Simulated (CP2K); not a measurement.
# ZnS (F-43m) in CP2K: further runs

One crystal, ZnS, is run at these levels: SCAN+D4; tasks: single point, equation of state.

Everything below comes from runs of CP2K 2026.2. Logs are shortened: lines on timing, memory, paths and dates and some standing lists are left out, and cuts for length are marked.

**What was measured.**

From “Electronic, vibrational, and thermodynamic properties of ZnS (zincblende and rocksalt structure)”, 2009, arxiv:0911.5022, for a bulk crystal of ZnS: bulk modulus 76.9 GPa.

The runs below are set against these values where they give the same quantity.

## 1. The crystal as given

It takes space group F-43m (No. 216, cubic). Conventional cell: a = 5.404 Å, b = 5.404 Å, c = 5.404 Å, α = 90.00°, β = 90.00°, γ = 90.00°. Zn (site symmetry -43m) is surrounded by 4 S at 2.34 Å. S (site symmetry -43m) is surrounded by 4 Zn at 2.34 Å.

## 2. Single point, SCAN+D4, 19.73 Å³/atom

Input file zns_eos.inp:

```
&GLOBAL
  PROJECT zns_eos
  RUN_TYPE ENERGY_FORCE
  PRINT_LEVEL LOW
&END GLOBAL
&FORCE_EVAL
  METHOD QS
  STRESS_TENSOR ANALYTICAL
  &DFT
    BASIS_SET_FILE_NAME BASIS_MOLOPT_UZH
    POTENTIAL_FILE_NAME POTENTIAL_UZH
    &MGRID
      CUTOFF 675
      REL_CUTOFF 60
      NGRIDS 4
    &END MGRID
    &QS
      METHOD GPW
      EPS_DEFAULT 1.0E-9
    &END QS
    &KPOINTS
      SCHEME MONKHORST-PACK 9 9 9
      GAMMA_CENTERED T
      SYMMETRY T
      SYMMETRY_BACKEND SPGLIB
    &END KPOINTS
    &SCF
      SCF_GUESS ATOMIC
      EPS_SCF 1.0E-6
      MAX_SCF 100
      ADDED_MOS 10
      CHOLESKY OFF
      EPS_EIGVAL 1.0E-7
      &DIAGONALIZATION ON
        ALGORITHM STANDARD
      &END DIAGONALIZATION
      &MIXING ON
        METHOD BROYDEN_MIXING
        ALPHA 0.4
        BETA 1.5
        NBUFFER 8
      &END MIXING
      &SMEAR ON
        METHOD FERMI_DIRAC
        ELECTRONIC_TEMPERATURE 300.56
      &END SMEAR
    &END SCF
    &XC
      &XC_FUNCTIONAL
        &MGGA_X_SCAN
        &END MGGA_X_SCAN
        &MGGA_C_SCAN
        &END MGGA_C_SCAN
      &END XC_FUNCTIONAL
      &VDW_POTENTIAL
        POTENTIAL_TYPE PAIR_POTENTIAL
        &PAIR_POTENTIAL
          TYPE DFTD4
          REFERENCE_FUNCTIONAL SCAN
          D4_CUTOFF 20
        &END PAIR_POTENTIAL
      &END VDW_POTENTIAL
    &END XC
    &PRINT
      &KPOINTS ON
      &END KPOINTS
      &MULLIKEN ON
        &EACH
          QS_SCF 0
          GEO_OPT 0
          CELL_OPT 0
          MD 0
        &END EACH
        ADD_LAST NUMERIC
      &END MULLIKEN
      &MO ON
        ENERGIES T
        OCCUPATION_NUMBERS T
        &EACH
          QS_SCF 0
          GEO_OPT 0
          CELL_OPT 0
          MD 0
        &END EACH
        ADD_LAST NUMERIC
      &END MO
    &END PRINT
  &END DFT
  &SUBSYS
    &CELL
      A 3.8212050455 0.0000000000 0.0000000000
      B 1.9106025228 3.3092606425 0.0000000000
      C 1.9106025228 1.1030868808 3.1200008547
      PERIODIC XYZ
    &END CELL
    &COORD
      Zn  5.7318075683 3.3092606425 2.3400006410
      S   0.0000000000 0.0000000000 0.0000000000
    &END COORD
    &KIND Zn
      BASIS_SET TZVP-MOLOPT-SCAN-GTH-q12
      POTENTIAL GTH-SCAN-q12
    &END KIND
    &KIND S
      BASIS_SET TZVP-MOLOPT-SCAN-GTH-q6
      POTENTIAL GTH-SCAN-q6
    &END KIND
    &PRINT
      &ATOMIC_COORDINATES ON
      &END ATOMIC_COORDINATES
      &CELL ON
      &END CELL
    &END PRINT
  &END SUBSYS
  &PRINT
    &FORCES ON
    &END FORCES
    &STRESS_TENSOR ON
    &END STRESS_TENSOR
  &END PRINT
&END FORCE_EVAL
```

Potentials or basis: POTENTIAL_UZH Zn GTH-SCAN-q12, S GTH-SCAN-q6; TZVP-MOLOPT-SCAN-GTH basis.

Command:

```sh
$ OMP_NUM_THREADS=2 cp2k.psmp -i zns_eos.inp -o zns_eos.out
```

zns_eos.out:

```text

 CP2K| version string:                                       CP2K version 2026.2
 CP2K| Input file name                                               zns_eos.inp

 GLOBAL| Force Environment number                                              1
 GLOBAL| Basis set file name                                    BASIS_MOLOPT_UZH
 GLOBAL| Potential file name                                       POTENTIAL_UZH
 GLOBAL| MM Potential file name                                     MM_POTENTIAL
 GLOBAL| Coordinate file name                                      __STD_INPUT__
 GLOBAL| Method name                                                        CP2K
 GLOBAL| Project name                                                    zns_eos
 GLOBAL| Run type                                                   ENERGY_FORCE
 GLOBAL| FFT library                                                       FFTW3
[... 5 lines left out ...]
 GLOBAL| Global print level                                                  LOW
 GLOBAL| Total number of message passing processes                             1
 GLOBAL| Number of threads for this process                                    2
 GLOBAL| CPU model name                                                  UNKNOWN

 CELL| Volume [angstrom^3]:                                            39.453545
 CELL| Vector a [angstrom]:       3.821     0.000     0.000   |a| =     3.821205
 CELL| Vector b [angstrom]:       1.911     3.309     0.000   |b| =     3.821205
 CELL| Vector c [angstrom]:       1.911     1.103     3.120   |c| =     3.821205
 CELL| Angle (b,c), alpha [degree]:                                    60.000000
 CELL| Angle (a,c), beta  [degree]:                                    60.000000
 CELL| Angle (a,b), gamma [degree]:                                    60.000000
 CELL| Numerically orthorhombic:                                              NO
 CELL| Periodicity                                                           XYZ

 CELL_REF| Volume [angstrom^3]:                                        39.453545
 CELL_REF| Vector a [angstrom     3.821     0.000     0.000   |a| =     3.821205
 CELL_REF| Vector b [angstrom     1.911     3.309     0.000   |b| =     3.821205
 CELL_REF| Vector c [angstrom     1.911     1.103     3.120   |c| =     3.821205
 CELL_REF| Angle (b,c), alpha [degree]:                                60.000000
 CELL_REF| Angle (a,c), beta  [degree]:                                60.000000
 CELL_REF| Angle (a,b), gamma [degree]:                                60.000000
 CELL_REF| Numerically orthorhombic:                                          NO
 CELL_REF| Periodicity                                                       XYZ

[... 9 lines left out ...]

  Total number of            - Atomic kinds:                                   2
                             - Atoms:                                          2
                             - Shell sets:                                     2
                             - Shells:                                        17
                             - Primitive Cartesian functions:                 10
                             - Cartesian basis functions:                     58
                             - Spherical basis functions:                     51

  Maximum angular momentum of- Orbital basis functions:                        3
                             - Local part of the GTH pseudopotential:          0
[... 102 lines left out ...]
     8 Broy./Diag. 0.40E+00    4.1     0.00158752       -70.5319774513  1.55E-02
     9 Broy./Diag. 0.40E+00    4.1     0.00064859       -70.5298737900  2.10E-03
    10 Broy./Diag. 0.40E+00    4.0     0.00030767       -70.5312629244 -1.39E-03
    11 Broy./Diag. 0.40E+00    4.0     0.00005078       -70.5318305290 -5.68E-04
    12 Broy./Diag. 0.40E+00    4.0     0.00003895       -70.5320247068 -1.94E-04
    13 Broy./Diag. 0.40E+00    4.0     0.00000828       -70.5320503120 -2.56E-05
    14 Broy./Diag. 0.40E+00    4.0     0.00000529       -70.5320124779  3.78E-05
    15 Broy./Diag. 0.40E+00    4.0     0.00000156       -70.5319958534  1.66E-05
    16 Broy./Diag. 0.40E+00    4.0     0.00000054       -70.5319923419  3.51E-06

  *** SCF run converged in    16 steps ***

  Electronic density on regular grids:        -17.9999997424        0.0000002576
  Core density on regular grids:               17.9999999835       -0.0000000165
  Total charge density on r-space grids:        0.0000002411
  Total charge density g-space grids:           0.0000002411

  Overlap energy of the core charge distribution:               0.00000000085710
  Self energy of the core charge distribution:               -104.74996660532047
  Core Hamiltonian energy:                                     30.95789731897763
  Hartree energy:                                              13.93608604568492
  Exchange-correlation energy:                                -10.66915149256904
  Dispersion energy:                                           -0.00685760948035
  Electronic entropic energy:                                  -0.00000000000000
  Fermi energy:                                                 0.15133115964846

  Total energy:                                               -70.53199234185021
  Total energy (extrapolated to T->0):                        -70.53199234185021

 MO| EIGENVALUES AND OCCUPATION NUMBERS FOR K POINT 1
 MO|
 MO|  Index      Eigenvalue [a.u.]        Eigenvalue [eV]             Occupation
 MO|      1              -0.362695              -9.869431               2.000000
 MO|      2              -0.127723              -3.475515               2.000000
 MO|      3              -0.127723              -3.475515               2.000000
 MO|      4              -0.112026              -3.048392               2.000000
 MO|      5              -0.111570              -3.035966               2.000000
 MO|      6              -0.111570              -3.035966               2.000000
[... 349 lines left out ...]
 MO|     18               0.857948              23.345941               0.000000
 MO|     19               0.886143              24.113190               0.000000
 MO| Sum:                                                              18.000000
 MO| E(Fermi):            0.151331 a.u.          4.117930 eV
 MO| Band gap:            0.266885 a.u.          7.262302 eV

 [... the levels of further k-points ...]

 !-----------------------------------------------------------------------------!
                     Mulliken Population Analysis

 #  Atom  Element  Kind  Atomic population                           Net charge
       1     Zn       1         11.504088                              0.495912
       2     S        2          6.495912                             -0.495912
 # Total charge                             18.000000                 -0.000000

 !-----------------------------------------------------------------------------!

 ENERGY| Total FORCE_EVAL ( QS ) energy [hartree]            -70.531992511902018

 FORCES| Atomic forces [hartree/bohr]
 FORCES|   Atom     x               y               z               |f|
 FORCES|      1  2.49651423E-06  1.44249223E-06  1.01949069E-06   3.05822307E-06
 FORCES|      2  1.31186380E-06  7.55799534E-07  5.34580056E-07   1.60561372E-06
 FORCES| Sum     3.80837803E-06  2.19829176E-06  1.55407075E-06
 FORCES| Total atomic force                                       4.66383595E-06

 STRESS| Analytical stress tensor [bar]
 STRESS|                        x                   y                   z
 STRESS|      x       -1.23032641004E+04   4.85632417814E+00   3.43226915088E+00
 STRESS|      y        4.85632417814E+00  -1.23088736437E+04   1.97677667827E+00
 STRESS|      z        3.43226915088E+00   1.97677667827E+00  -1.23101363909E+04
 STRESS| 1/3 Trace                                            -1.23074247117E+04
 STRESS| Determinant                                          -1.86423824029E+12

 STRESS| Eigenvectors and eigenvalues of the analytical stress tensor [bar]
 STRESS|                        1                   2                   3
 STRESS| Eigenvalues  -1.23116770651E+04  -1.23115508759E+04  -1.22990461941E+04
 STRESS|      x          -0.508117298388     -0.276618085182      0.815658780391
 STRESS|      y           0.860850449518     -0.193286789944      0.470719364800
 STRESS|      z           0.027446578002      0.941340879694      0.336339164494
```

Wall time 81 s (2 threads of Arm Neoverse V1, shared host); peak memory 0.36 GiB.

What came out:

```
Free energy            : -1919.2731 eV
Pressure               : -1.2 GPa
Band gap on the k mesh : 2.54 eV, direct
Mulliken charges       : Zn +0.50; S -0.50 e
```

Caveat: Mulliken charges move with the basis; the basis of atomic orbitals isn't converged, which shifts pressures, moduli and gaps.

## 3. Single point, SCAN+D4, 19.33 Å³/atom (volume scaled by 0.98)

zns_eos.inp, as its differences from that of step 2:

```diff
@@ -11,2 +11,3 @@
     POTENTIAL_FILE_NAME POTENTIAL_UZH
+    WFN_RESTART_FILE_NAME previous-RESTART.kp
     &MGRID
@@ -27,3 +28,3 @@
     &SCF
-      SCF_GUESS ATOMIC
+      SCF_GUESS RESTART
       EPS_SCF 1.0E-6
@@ -90,5 +91,5 @@
     &CELL
-      A 3.8212050455 0.0000000000 0.0000000000
-      B 1.9106025228 3.3092606425 0.0000000000
-      C 1.9106025228 1.1030868808 3.1200008547
+      A 3.7955586013 0.0000000000 0.0000000000
+      B 1.8977793007 3.2870501703 0.0000000000
+      C 1.8977793007 1.0956833901 3.0990606207
       PERIODIC XYZ
@@ -96,3 +97,3 @@
     &COORD
-      Zn  5.7318075683 3.3092606425 2.3400006410
+      Zn  5.6933379020 3.2870501703 2.3242954655
       S   0.0000000000 0.0000000000 0.0000000000
```

Potentials or basis: POTENTIAL_UZH Zn GTH-SCAN-q12, S GTH-SCAN-q6; TZVP-MOLOPT-SCAN-GTH basis.

Command:

```sh
$ OMP_NUM_THREADS=2 cp2k.psmp -i zns_eos.inp -o zns_eos.out
```

Run time: 62 s. Hardware: 2 threads of Arm Neoverse V1, shared host; peak memory 0.36 GiB.

The run converged. Its results:

```
Free energy            : -1919.2753 eV
Pressure               : 0.4 GPa
Band gap on the k mesh : 2.63 eV, direct
Mulliken charges       : Zn +0.49; S -0.49 e
```

Caveat: Mulliken charges move with the basis; the basis of atomic orbitals isn't converged, which shifts pressures, moduli and gaps.

## 4. Single point, SCAN+D4, 20.12 Å³/atom (volume scaled by 1.02)

zns_eos.inp, as its differences from that of step 3:

```diff
@@ -91,5 +91,5 @@
     &CELL
-      A 3.7955586013 0.0000000000 0.0000000000
-      B 1.8977793007 3.2870501703 0.0000000000
-      C 1.8977793007 1.0956833901 3.0990606207
+      A 3.8465117767 0.0000000000 0.0000000000
+      B 1.9232558884 3.3311769146 0.0000000000
+      C 1.9232558884 1.1103923048 3.1406637142
       PERIODIC XYZ
@@ -97,3 +97,3 @@
     &COORD
-      Zn  5.6933379020 3.2870501703 2.3242954655
+      Zn  5.7697676651 3.3311769145 2.3554977856
       S   0.0000000000 0.0000000000 0.0000000000
```

Command:

```sh
$ OMP_NUM_THREADS=2 cp2k.psmp -i zns_eos.inp -o zns_eos.out
```

It took 64 s on 2 threads of Arm Neoverse V1, shared host; peak memory 0.39 GiB.

It converged, with:

* Free energy: -1919.2611 eV
* Pressure: -2.8 GPa
* Band gap on the k mesh: 2.44 eV, direct
* Mulliken charges: Zn +0.51; S -0.51 e

Caveat: Mulliken charges move with the basis; the basis of atomic orbitals isn't converged, which shifts pressures, moduli and gaps.

## 5. Single point, SCAN+D4, 18.94 Å³/atom (volume scaled by 0.96)

zns_eos.inp, as its differences from that of step 4:

```diff
@@ -91,5 +91,5 @@
     &CELL
-      A 3.8465117767 0.0000000000 0.0000000000
-      B 1.9232558884 3.3311769146 0.0000000000
-      C 1.9232558884 1.1103923048 3.1406637142
+      A 3.7695608087 0.0000000000 0.0000000000
+      B 1.8847804044 3.2645354215 0.0000000000
+      C 1.8847804044 1.0881784738 3.0778335119
       PERIODIC XYZ
@@ -97,3 +97,3 @@
     &COORD
-      Zn  5.7697676651 3.3311769145 2.3554977856
+      Zn  5.6543412131 3.2645354215 2.3083751339
       S   0.0000000000 0.0000000000 0.0000000000
```

Command:

```sh
$ OMP_NUM_THREADS=2 cp2k.psmp -i zns_eos.inp -o zns_eos.out
```

Run time: 67 s. Hardware: 2 threads of Arm Neoverse V1, shared host; peak memory 0.36 GiB.

It converged, with:

| Property | Result |
| --- | --- |
| Free energy | -1919.2693 eV |
| Pressure | 2.1 GPa |
| Band gap on the k mesh | 2.73 eV, direct |
| Mulliken charges | Zn +0.47; S -0.47 e |

Caveat: Mulliken charges move with the basis; the basis of atomic orbitals isn't converged, which shifts pressures, moduli and gaps.

## 6. Single point, SCAN+D4, 20.52 Å³/atom (volume scaled by 1.04)

zns_eos.inp, as its differences from that of step 5:

```diff
@@ -91,5 +91,5 @@
     &CELL
-      A 3.7695608087 0.0000000000 0.0000000000
-      B 1.8847804044 3.2645354215 0.0000000000
-      C 1.8847804044 1.0881784738 3.0778335119
+      A 3.8714898258 0.0000000000 0.0000000000
+      B 1.9357449129 3.3528085396 0.0000000000
+      C 1.9357449129 1.1176028465 3.1610582059
       PERIODIC XYZ
@@ -97,3 +97,3 @@
     &COORD
-      Zn  5.6543412131 3.2645354215 2.3083751339
+      Zn  5.8072347387 3.3528085396 2.3707936544
       S   0.0000000000 0.0000000000 0.0000000000
```

Potentials or basis: POTENTIAL_UZH Zn GTH-SCAN-q12, S GTH-SCAN-q6; TZVP-MOLOPT-SCAN-GTH basis.

Command:

```sh
$ OMP_NUM_THREADS=2 cp2k.psmp -i zns_eos.inp -o zns_eos.out
```

Wall time 65 s (2 threads of Arm Neoverse V1, shared host); peak memory 0.39 GiB.

The run converged. Its results:

```
Free energy            : -1919.2439 eV
Pressure               : -4.1 GPa
Band gap on the k mesh : 2.36 eV, direct
Mulliken charges       : Zn +0.52; S -0.52 e
```

Caveat: Mulliken charges move with the basis; the basis of atomic orbitals isn't converged, which shifts pressures, moduli and gaps.

## 7. Single point, SCAN+D4, 18.54 Å³/atom (volume scaled by 0.94)

zns_eos.inp, as its differences from that of step 6:

```diff
@@ -91,5 +91,5 @@
     &CELL
-      A 3.8714898258 0.0000000000 0.0000000000
-      B 1.9357449129 3.3528085396 0.0000000000
-      C 1.9357449129 1.1176028465 3.1610582059
+      A 3.7431993811 0.0000000000 0.0000000000
+      B 1.8715996906 3.2417057555 0.0000000000
+      C 1.8715996906 1.0805685851 3.0563094964
       PERIODIC XYZ
@@ -97,3 +97,3 @@
     &COORD
-      Zn  5.8072347387 3.3528085396 2.3707936544
+      Zn  5.6147990717 3.2417057554 2.2922321223
       S   0.0000000000 0.0000000000 0.0000000000
```

Command:

```sh
$ OMP_NUM_THREADS=2 cp2k.psmp -i zns_eos.inp -o zns_eos.out
```

Run time: 70 s. Hardware: 2 threads of Arm Neoverse V1, shared host; peak memory 0.37 GiB.

It converged, with:

* Free energy: -1919.2541 eV
* Pressure: 4.1 GPa
* Band gap on the k mesh: 2.83 eV, direct
* Mulliken charges: Zn +0.46; S -0.46 e

Caveat: Mulliken charges move with the basis; the basis of atomic orbitals isn't converged, which shifts pressures, moduli and gaps.

## 8. Single point, SCAN+D4, 20.91 Å³/atom (volume scaled by 1.06)

zns_eos.inp, as its differences from that of step 7:

```diff
@@ -91,5 +91,5 @@
     &CELL
-      A 3.7431993811 0.0000000000 0.0000000000
-      B 1.8715996906 3.2417057555 0.0000000000
-      C 1.8715996906 1.0805685851 3.0563094964
+      A 3.8961496615 0.0000000000 0.0000000000
+      B 1.9480748308 3.3741645838 0.0000000000
+      C 1.9480748308 1.1247215279 3.1811928774
       PERIODIC XYZ
@@ -97,3 +97,3 @@
     &COORD
-      Zn  5.6147990717 3.2417057554 2.2922321223
+      Zn  5.8442244923 3.3741645838 2.3858946580
       S   0.0000000000 0.0000000000 0.0000000000
```

Command:

```sh
$ OMP_NUM_THREADS=2 cp2k.psmp -i zns_eos.inp -o zns_eos.out
```

It took 65 s on 2 threads of Arm Neoverse V1, shared host; peak memory 0.39 GiB.

Results (log left out):

| Quantity | Value |
| --- | --- |
| Free energy | -1919.2208 eV |
| Pressure | -5.2 GPa |
| Band gap on the k mesh | 2.27 eV, direct |
| Mulliken charges | Zn +0.52; S -0.52 e |

Caveat: Mulliken charges move with the basis; the basis of atomic orbitals isn't converged, which shifts pressures, moduli and gaps.

## 9. Equation of state, SCAN+D4

Potentials or basis: POTENTIAL_UZH Zn GTH-SCAN-q12, S GTH-SCAN-q6; TZVP-MOLOPT-SCAN-GTH basis.

This step only gathers the single runs of the series.

Results:

- Equilibrium volume: 19.38 Å³/atom
- Bulk modulus: 86 GPa
- Pressure derivative of the bulk modulus: 5.6 (rough: it moves with the points fitted)

Energy against volume, from the lowest point:
| volume (Å³/atom) | energy (meV/atom) |
| --- | --- |
| 18.543 | 10.62 |
| 18.938 | 3.01 |
| 19.332 | 0.00 |
| 19.727 | 1.11 |
| 20.121 | 7.14 |
| 20.516 | 15.71 |
| 20.910 | 27.25 |

Caveat: the basis of atomic orbitals isn't converged, which shifts pressures, moduli and gaps.

## 10. How close it comes

Step 9. A measured bulk modulus of ZnS is 76.9 GPa (quoted in “Electronic, vibrational, and thermodynamic properties of ZnS (zincblende and rocksalt structure)”, 2009, arxiv:0911.5022); the calculated 86 GPa misses it by +12.1 %. The fit is for a static lattice scaled at fixed shape and fixed fractional positions.
